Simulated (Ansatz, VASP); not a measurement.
**RbBr: VASP beside Ansatz**

The input INCAR:

```
SYSTEM = RbBr
PREC = Accurate ; ENCUT = 520
EDIFF = 1E-6 ; ISMEAR = -1
SIGMA = 0.02 ; LREAL = .False.
LASPH = .True. ; NELM = 80
ALGO = Fast ; ISIF = 2
LWAVE = .False. ; LCHARG = .False.
GGA = PE ; NBANDS = 15
```

File KPOINTS:

```
regular mesh
0
Gamma
  6 6 6
  0 0 0
```

The input POSCAR:

```
RbBr
1.0
    0.0000000000      3.4275000000      3.4275000000
    3.4275000000      0.0000000000      3.4275000000
    3.4275000000      3.4275000000      0.0000000000
Rb Br
1 1
Direct
    0.0000000000      0.0000000000      0.0000000000
    0.5000000000      0.5000000000      0.5000000000
```

Input for Ansatz:

```yaml
crystal:
  lattice:
    - [0.0, 3.4275, 3.4275]
    - [3.4275, 0.0, 3.4275]
    - [3.4275, 3.4275, 0.0]
  atoms:
    - { symbol: Rb, position: [0.0, 0.0, 0.0] }
    - { symbol: Br, position: [0.5, 0.5, 0.5] }
kpoints:
  mp_grid: { grid: [6, 6, 6] }
  band_path:
    path:
      - [0.0, 0.0, 0.0]
      - [0.5, 0.0, 0.5]
      - [0.625, 0.25, 0.625]
      - [0.375, 0.375, 0.75]
      - [0.0, 0.0, 0.0]
      - [0.5, 0.5, 0.5]
      - [0.5, 0.25, 0.75]
      - [0.5, 0.0, 0.5]
    npoints: 8
scf:
  occupations: { method: fermi_dirac, width: 0.02 }
hamiltonian:
  xc: pbe
  pseudopotentials: { kind: all_electron, lapw: { basis_error: 0.001 } }
output:
  forces: true
  stress: true
  eigenvalues: true
  populations: true
  dos: { projected: true, de: 0.2, e_range: [-14, 8] }
```

Alike in both runs: task single point; functional PBE; k mesh 6 × 6 × 6; occupations fermi-dirac, width 0.02 eV; no spin polarisation.

|  | VASP | Ansatz |
| --- | --- | --- |
| version | VASP 6.6.1 | Ansatz 0.2.0 |
| potentials or method | VASP PAW PBE potentials, release 64 (Rb_sv, Br) | all-electron LAPW, scalar-relativistic |
| plane-wave cutoff (eV) | 520 | see its input |

```tsv
	VASP	Ansatz	Ansatz less VASP
gap on the k mesh at the Fermi level (eV)	4.36	4.36	+0.003
pressure (GPa)	1.0	1.0	-0.03
```

Ansatz ran all-electron here, so the differences hold the error of VASP's frozen core and of both bases.
